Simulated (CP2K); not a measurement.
The system is NbAs.

```
CELL_PARAMETERS angstrom
6.32951 0.00000 0.00000
4.44718 4.50392 0.00000
-5.38835 -2.25196 2.44072
ATOMIC_POSITIONS crystal
Nb 0.50000 0.00000 0.50000
Nb 0.75000 0.75000 0.00000
As 0.91600 0.41600 0.50000
As 0.16600 0.16600 0.00000
```

Base run:

```yaml
Program: CP2K 2026.2
Functional: LDA
Potentials_or_basis: POTENTIAL_UZH Nb GTH-PBE-q13, As GTH-PBE-q5; TZVP-MOLOPT-PBE-GTH basis
Density_cutoff: 9184 eV
k_mesh: 11 × 11 × 11
Occupations: fermi-dirac, width 0.05 eV
Spin: no spin polarisation
```

Its results: band gap on the k mesh 0.03 eV, indirect (least direct gap 0.08 eV); pressure -0.1 GPa; largest force 0.312 eV/Å.

Task: The run is repeated on the same cell with these changes: functional from LDA to PBE. What comes out?

Result: Band gap on the k mesh 0.03 eV, indirect (least direct gap 0.08 eV); pressure 5.2 GPa; largest force 0.313 eV/Å.

PBE binds less tightly than LDA, so the same cell stands under more pressure.

Caveats: an odd mesh through Γ misses points on the zone boundary, where band edges often lie; the basis of atomic orbitals isn't converged, which shifts pressures, moduli and gaps; the potentials were made for another functional, which shifts forces and pressure (some runs).
